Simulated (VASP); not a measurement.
Write the native input for VASP 6.6.1 that does the following.

* Task: single point
* Functional: PBE
* Potentials or basis: VASP PAW PBE potentials, release 64 (Be)
* Cutoff: 520 eV
* k mesh: 15 × 15 × 15
* Occupations: fermi-dirac, width 0.05 eV
* Spin: no spin polarisation
* Dipole correction: no
* Further INCAR settings: ALGO = Normal; EDIFF = 1e-06; NBANDS = 7

The structure of Be lies in POSCAR:

```
Be
1.0
   -1.2531209513      1.2531209513      1.2531209513
    1.2531209513     -1.2531209513      1.2531209513
    1.2531209513      1.2531209513     -1.2531209513
Be
1
Direct
    0.0000000000      0.0000000000      0.0000000000
```

This isn't the form of Be at room conditions, which is hcp.

These files were run (other wordings do the same):

INCAR

```
ALGO = Normal ; EDIFF = 1E-6
ENCUT = 520 ; GGA = PE
ISIF = 2 ; ISMEAR = -1
LASPH = True ; LCHARG = False
LREAL = False ; LWAVE = False
NBANDS = 7 ; NELM = 60
PREC = Accurate ; SIGMA = 0.05
```

KPOINTS

```
k-points
0
Gamma
  15 15 15
```

Potentials or basis: VASP PAW PBE potentials, release 64 (Be).

Command:

```sh
$ cat potpaw_PBE.64/Be/POTCAR > POTCAR
$ mpirun -np 1 vasp_std > vasp.out
```

It gave:

The pressure is -0.7 GPa and the band gap on the k mesh is none (metal or under the smearing width).

Wall time 6.5 s on 1 thread of AMD EPYC 7R43 64-Core Processor (Zen 3), with other jobs on the host, peak memory 0.08 GiB.
